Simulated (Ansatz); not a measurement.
# Thallium, dhcp under PBEsol: structure, energy and stiffness

What does PBEsol give for thallium in the dhcp structure? We relax it, solve it on a dense k-mesh, then scale the cell to 7 volumes from 88 to 112 % of the relaxed one and try a fit of the equation of state. Spin polarisation is left out. The k-meshes are 11×11×3 for the relaxation; 14×14×4 for the dense run; 12×12×4 for the volumes.

Method: DFT PBEsol, plane waves (420 eV) with PAW, scalar-relativistic; the PAW data stem from PBE, with regenerated cores, in Ansatz 0.2.0.

## Step 1: Starting point

It takes space group P6_3/mmc (No. 194, hexagonal). The conventional cell has a = 3.410 Å, b = 3.410 Å, c = 11.137 Å, α = 90.00°, β = 90.00°, γ = 120.00°. Around Tl (site symmetry -3m) lie 12 Tl at 3.41 Å. Around Tl (site symmetry -6m2) lie 12 Tl at 3.41 Å.

As a file:

```cif
data_structure
_symmetry_space_group_name_H-M 'P 1'
_symmetry_Int_Tables_number 1
_cell_length_a 3.4100
_cell_length_b 3.4100
_cell_length_c 11.1369
_cell_angle_alpha 90.000
_cell_angle_beta 90.000
_cell_angle_gamma 120.000
_cell_volume 112.15
loop_
_atom_site_label
_atom_site_type_symbol
_atom_site_fract_x
_atom_site_fract_y
_atom_site_fract_z
_atom_site_occupancy
Tl1 Tl 0.00000 0.00000 0.00000 1
Tl2 Tl 0.00000 0.00000 0.50000 1
Tl3 Tl 0.33333 0.66667 0.25000 1
Tl4 Tl 0.66667 0.33333 0.75000 1
```

## Step 2: Geometry optimisation

input.yaml reads:

```yaml
crystal:
  lattice:
    - [3.4099606388, 0.0, 0.0]
    - [-1.7049803194, 2.9531125391, 0.0]
    - [0.0, 0.0, 11.1369314463]
  atoms:
    - { symbol: Tl, position: [0.0, 0.0, 0.0] }
    - { symbol: Tl, position: [0.0, 0.0, 0.5] }
    - { symbol: Tl, position: [0.3333333333, 0.6666666667, 0.25] }
    - { symbol: Tl, position: [0.6666666667, 0.3333333333, 0.75] }
hamiltonian:
  xc: pbesol
  pseudopotentials:
    kind: paw
    azcp:
      Tl: "pseudopotentials/Tl.paw.azcp"
basis:
  ecutwfc: 420
  fft_grid_basis: typed
kpoints:
  mp_grid: { grid: [11, 11, 3], shift: [0, 0, 0] }
magnetization:
  spin_polarized: false
scf:
  occupations: { method: fermi_dirac, width: 0.1 }
relax:
  max_steps: 60
  f_tol: 0.01
  cell: {}
```

Standard output, cut to the lines that bear on the results:

```text
Warning: <dir> the record states the generating functional pbe (its physics header spells it `PBE`), which answers neither for hamiltonian.xc's functional nor for the pbesol family's — results may be inconsistent (PPs are generated against a specific XC)
Warning: RAYON_NUM_THREADS=2 ignored (pool sized by the plan → 2); use --threads N
[...]
Pseudopotentials: kind: paw
Pseudopotential: Tl, paw, valence charge 13, recommended cutoff 420 eV (normal), <dir>
Functional definition: PBEsol
[...]
Crystal: 4 atoms, lattice volume = 112.149 Å³
Basis set: ecut = 420 eV, 2173 PW (Γ), exchange–correlation on 48×48×150 points (8 copies of the dense FFT grid, shifted against one another)
Bands: 32, of which v1, the nominal top of the filled ones, is band 26 counted from 1 (25 counted from 0)
Symmetry: 24 space group operations
Space group: P63/mmc (ITA 194), of the structure as read, at distance tolerance 4.8e-5 Å
k-points: 32 of 363
[...]
SCF iter   1: F=—  HF=-45182.713873 eV  |F-HF|=—  |Δ(HF+E_count)|=         —  Δρ=2.62e-3  dr2=1.00e-2  ethr=1.77e-3  ⟨swp⟩=6.6  Hψ=4494  notcnv=0
[...]
relax step   1: F+E_penalty+E_count = -45182.70671632 eV  Δ(F+E_penalty+E_count) = +0.000e0 eV  max|allowed force component| = 4.048e-18 eV/Å  Δτ_max = 0.0000 Å  P = +0.515 GPa  Ω = 112.149 Å³  (6 SCF iters, dr2 threshold 1.00e-7 eV, accepted)
[...]
relax step   3: F+E_penalty+E_count = -45182.70928384 eV  Δ(F+E_penalty+E_count) = -9.248e-5 eV  max|allowed force component| = 1.156e-17 eV/Å  Δτ_max = 0.0000 Å  P = -0.008 GPa  Ω = 113.720 Å³  energy of the carried Pulay correction = -3.990e-4 eV  (3 SCF iters, dr2 threshold 2.03e-8 eV, accepted)
[...]
relax step   4: F+E_penalty+E_count = -45182.70969397 eV  Δ(F+E_penalty+E_count) = -4.101e-4 eV  max|allowed force component| = 1.099e-17 eV/Å  Δτ_max = 0.0000 Å  P = -0.008 GPa  Ω = 113.720 Å³  stress off target by 4.44e-2 GPa  SCF on the basis re-selected at this cell (its energy is not [...]
SCF converged after 5 iterations
Free energy (F): -45182.709694 eV
[...]
E sigma→0 (E₀):  -45182.678036 eV
Entropy (-TS):   -0.063316 eV (-15.829 meV/atom)
Fermi energy:    10.255231 eV
[...]
--- Forces (eV/Å), atoms counted from 1 ---
  atom   1  Tl     0.00000000    -0.00000000     0.00000000
  atom   2  Tl     0.00000000    -0.00000000     0.00000000
  atom   3  Tl     0.00000000    -0.00000000     0.00000000
  atom   4  Tl    -0.00000000     0.00000000     0.00000000
[...]
--- Stress (GPa, compression-positive) ---
        0.009834       0.000000      -0.000000
        0.000000       0.009834       0.000000
       -0.000000       0.000000      -0.044359
  P = ⅓ Tr σ = -0.0082 GPa (-0.082 kbar)
--- Relaxed structure (3 steps of the walk, 3 accepted, 1 SCFs on fresh bases) ---
  F+E_penalty+E_count = -45182.70969397 eV   max|allowed force component| = 1.099e-17 eV/Å   (the final SCF, on the basis selected at the relaxed cell)
  cell:  # Å, volume = 113.7195 Å³
    - [3.432904643633003, 0.0, 0.0]
    - [-1.7164523218165015, 2.972982630155746, 3.9478813960026516e-19]
    - [0.0, 1.4888455445982082e-18, 11.1424582973829]
  atoms:
    - { symbol: Tl, position: [-6.8900307950186955e-34, -1.673731895039479e-34, -4.278261438805998e-37] }
    - { symbol: Tl, position: [-6.7407548053553255e-34, -1.4444474582904269e-34, 0.5] }
    - { symbol: Tl, position: [0.33333333333333337, 0.6666666666666669, 0.25] }
    - { symbol: Tl, position: [0.6666666666666667, 0.33333333333333337, 0.7500000000000001] }
```

Run time: 8.8 s. Hardware: 2 threads of an Arm CPU, shared host; peak memory 0.4 GiB.

Step by step:

| step | energy change (meV/atom) | largest force (eV/Å) | pressure (GPa) | volume (Å³/atom) |
| --- | --- | --- | --- | --- |
| 1 | 0.00 | 0.0000 | 0.52 | 28.037 |
| 2 | -0.62 | 0.0000 | 0.01 | 28.413 |
| 3 | -0.64 | 0.0000 | -0.01 | 28.430 |
| 4 | -0.74 | 0.0000 | -0.01 | 28.430 |

Steps that repeat a cell are solved on a basis chosen anew, so their changes of energy are no gain of the relaxation.

The cell of the run, before and after:

|  | before | after | change |
| --- | --- | --- | --- |
| a (Å) | 3.410 | 3.433 | +0.7 % |
| b (Å) | 3.410 | 3.433 | +0.7 % |
| c (Å) | 11.137 | 11.142 | +0.0 % |
| volume (Å³/atom) | 28.037 | 28.430 | +1.4 % |
| shortest distance (Å) | 3.410 | 3.419 | +0.3 % |
| space group (spins left aside) | P6_3/mmc | P6_3/mmc | same |

## Step 3: Single point on a dense mesh

input.yaml reads:

```yaml
crystal:
  lattice:
    - [3.4329046436, 0.0, 0.0]
    - [-1.7164523218, 2.9729826302, 0.0]
    - [0.0, 0.0, 11.1424582974]
  atoms:
    - { symbol: Tl, position: [1.0, 1.0, 1.0] }
    - { symbol: Tl, position: [1.0, 1.0, 0.5] }
    - { symbol: Tl, position: [0.3333333333, 0.6666666667, 0.25] }
    - { symbol: Tl, position: [0.6666666667, 0.3333333333, 0.75] }
hamiltonian:
  xc: pbesol
  pseudopotentials:
    kind: paw
    azcp:
      Tl: "pseudopotentials/Tl.paw.azcp"
basis:
  ecutwfc: 420
  fft_grid_basis: typed
kpoints:
  mp_grid: { grid: [14, 14, 4], shift: [0, 0, 0] }
magnetization:
  spin_polarized: false
scf:
  occupations: { method: fermi_dirac, width: 0.1 }
```

Standard output, cut to the lines that bear on the results:

```text
Warning: <dir> the record states the generating functional pbe (its physics header spells it `PBE`), which answers neither for hamiltonian.xc's functional nor for the pbesol family's — results may be inconsistent (PPs are generated against a specific XC)
Warning: RAYON_NUM_THREADS=2 ignored (pool sized by the plan → 2); use --threads N
[...]
[... 3 set-up lines as earlier in the session ...]
[...]
Crystal: 4 atoms, lattice volume = 113.720 Å³
Basis set: ecut = 420 eV, 2209 PW (Γ)
Bands: 30, of which v1, the nominal top of the filled ones, is band 26 counted from 1 (25 counted from 0)
[... 2 set-up lines as earlier in the session ...]
k-points: 72 of 784
[...]
SCF iter   1: F=—  HF=-45182.692567 eV  |F-HF|=—  |Δ(HF+E_count)|=         —  Δρ=2.56e-3  dr2=9.66e-3  ethr=1.77e-3  ⟨swp⟩=6.8  Hψ=20079  notcnv=0  defer=14
[...]
SCF iter   6: F=-45182.685594 eV  HF=-45182.685594 eV  |F-HF|=3.03e-8  |Δ(HF+E_count)|=   6.72e-8  Δρ=3.41e-6  dr2=4.09e-8  ethr=1.92e-10  ⟨swp⟩=2.3  Hψ=4642  notcnv=0
[...]
SCF converged after 6 iterations
Free energy (F): -45182.685594 eV
[...]
E sigma→0 (E₀):  -45182.650500 eV
Entropy (-TS):   -0.070187 eV (-17.547 meV/atom)
Fermi energy:    10.272182 eV
[...]
```

Wall time 6 s (2 threads of an Arm CPU, shared host); peak memory 0.47 GiB.

## Step 4: At 88 % of the relaxed volume

Changes to input.yaml since step 3:

```diff
@@ -2,5 +2,5 @@
   lattice:
-    - [3.4329046436, 0.0, 0.0]
-    - [-1.7164523218, 2.9729826302, 0.0]
-    - [0.0, 0.0, 11.1424582974]
+    - [3.2896974954, 0.0, 0.0]
+    - [-1.6448487477, 2.8489616018, 0.0]
+    - [0.0, 0.0, 10.6776391885]
   atoms:
@@ -20,3 +20,3 @@
 kpoints:
-  mp_grid: { grid: [14, 14, 4], shift: [0, 0, 0] }
+  mp_grid: { grid: [12, 12, 4], shift: [0, 0, 0] }
 magnetization:
@@ -25 +25,4 @@
   occupations: { method: fermi_dirac, width: 0.1 }
+  lower_state_search: "off"
+output:
+  stress: true
```

Standard output, cut to the lines that bear on the results:

```text
Warning: <dir> the record states the generating functional pbe (its physics header spells it `PBE`), which answers neither for hamiltonian.xc's functional nor for the pbesol family's — results may be inconsistent (PPs are generated against a specific XC)
Warning: RAYON_NUM_THREADS=2 ignored (pool sized by the plan → 2); use --threads N
[...]
[... 3 set-up lines as earlier in the session ...]
[...]
Crystal: 4 atoms, lattice volume = 100.073 Å³
Basis set: ecut = 420 eV, 1979 PW (Γ)
Bands: 30, of which v1, the nominal top of the filled ones, is band 26 counted from 1 (25 counted from 0)
[... 1 set-up line as earlier in the session ...]
Space group: P63/mmc (ITA 194), of the structure as read, at distance tolerance 4.6e-5 Å
k-points: 57 of 576
[...]
SCF iter   1: F=—  HF=-45182.433605 eV  |F-HF|=—  |Δ(HF+E_count)|=         —  Δρ=2.56e-3  dr2=8.32e-3  ethr=1.77e-3  ⟨swp⟩=6.0  Hψ=7182  notcnv=0
[...]
SCF iter   6: F=-45182.430683 eV  HF=-45182.430683 eV  |F-HF|=1.06e-8  |Δ(HF+E_count)|=   6.39e-8  Δρ=2.69e-6  dr2=1.75e-8  ethr=1.92e-10  ⟨swp⟩=4.0  Hψ=5225  notcnv=0
[...]
SCF converged after 6 iterations
Free energy (F): -45182.430683 eV
[...]
E sigma→0 (E₀):  -45182.400842 eV
Entropy (-TS):   -0.059683 eV (-14.921 meV/atom)
Fermi energy:    12.258532 eV
[...]
--- Stress (GPa, compression-positive) ---
        6.574343       0.000000       0.000000
        0.000000       6.574343       0.000000
        0.000000       0.000000       6.759001
  P = ⅓ Tr σ = 6.6359 GPa (66.359 kbar)
```

It took 3.4 s on 2 threads of an Arm CPU, shared host; peak memory 0.4 GiB.

## Step 5: At 92 % of the relaxed volume

Changes to input.yaml since step 4:

```diff
@@ -2,5 +2,5 @@
   lattice:
-    - [3.2896974954, 0.0, 0.0]
-    - [-1.6448487477, 2.8489616018, 0.0]
-    - [0.0, 0.0, 10.6776391885]
+    - [3.3388046979, 0.0, 0.0]
+    - [-1.6694023489, 2.8914896866, 0.0]
+    - [0.0, 0.0, 10.8370304366]
   atoms:
```

Standard output, cut to the lines that bear on the results:

```text
Warning: <dir> the record states the generating functional pbe (its physics header spells it `PBE`), which answers neither for hamiltonian.xc's functional nor for the pbesol family's — results may be inconsistent (PPs are generated against a specific XC)
Warning: RAYON_NUM_THREADS=2 ignored (pool sized by the plan → 2); use --threads N
[...]
[... 3 set-up lines as earlier in the session ...]
[...]
Crystal: 4 atoms, lattice volume = 104.622 Å³
Basis set: ecut = 420 eV, 2077 PW (Γ)
Bands: 30, of which v1, the nominal top of the filled ones, is band 26 counted from 1 (25 counted from 0)
[... 1 set-up line as earlier in the session ...]
Space group: P63/mmc (ITA 194), of the structure as read, at distance tolerance 4.7e-5 Å
k-points: 57 of 576
[...]
SCF iter   1: F=—  HF=-45182.581116 eV  |F-HF|=—  |Δ(HF+E_count)|=         —  Δρ=2.58e-3  dr2=9.04e-3  ethr=1.77e-3  ⟨swp⟩=6.0  Hψ=7292  notcnv=0
[...]
SCF iter   6: F=-45182.577552 eV  HF=-45182.577552 eV  |F-HF|=1.18e-8  |Δ(HF+E_count)|=   5.81e-8  Δρ=2.60e-6  dr2=1.94e-8  ethr=1.92e-10  ⟨swp⟩=4.0  Hψ=5211  notcnv=0
[...]
SCF converged after 6 iterations
Free energy (F): -45182.577552 eV
[...]
E sigma→0 (E₀):  -45182.545114 eV
Entropy (-TS):   -0.064876 eV (-16.219 meV/atom)
Fermi energy:    11.534198 eV
[...]
--- Stress (GPa, compression-positive) ---
        3.791117       0.000000       0.000000
        0.000000       3.791117       0.000000
        0.000000       0.000000       3.914055
  P = ⅓ Tr σ = 3.8321 GPa (38.321 kbar)
```

Run time: 3.7 s. Hardware: 2 threads of an Arm CPU, shared host; peak memory 0.41 GiB.

(Part 1 of 2 ends here.)
